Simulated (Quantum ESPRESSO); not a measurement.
**BP in Quantum ESPRESSO: the effect of functional**

BP:

```xyz
2
Lattice="0.0000 2.2690 2.2690 2.2690 0.0000 2.2690 2.2690 2.2690 0.0000" Properties=species:S:1:pos:R:3 pbc="T T T"
P     3.4035    3.4035    3.4035
B     0.0000    0.0000    0.0000
```

Alike in all runs:

* Program: Quantum ESPRESSO 7.5
* Task: phonons
* Cutoff: 1034 eV
* Density cutoff: 4136 eV
* k mesh: 6 × 6 × 6, shifted
* Occupations: fermi-dirac, width 0.05 eV
* Spin: no spin polarisation

Each run relaxes the cell or the atoms first.

```csv
functional,potentials or basis,relaxed volume (Å³/atom),dielectric constant (mean),highest phonon frequency (cm⁻¹)
LDA,PseudoDojo 0.4.1 SR LDA standard,?,?,?
revPBE,PseudoDojo 0.4.1 SR PBE standard,11.80,9.06,797
RPBE,PseudoDojo 0.4.1 SR PBE standard,11.82,9.04,796
PW91,PseudoDojo 0.4.1 SR PBE standard,11.78,9.09,797
vdW-DF-cx,PseudoDojo 0.4.1 SR PBE standard,11.67,9.19,805
```

Q: What does the run with functional LDA give?

A: Relaxed volume 11.29 Å³/atom; dielectric constant 9.13 mean; highest phonon frequency 821 cm⁻¹.

Caveats: the potentials were made for another functional, which shifts forces and pressure (some runs).

Runs at the PBE level aren't shown here.
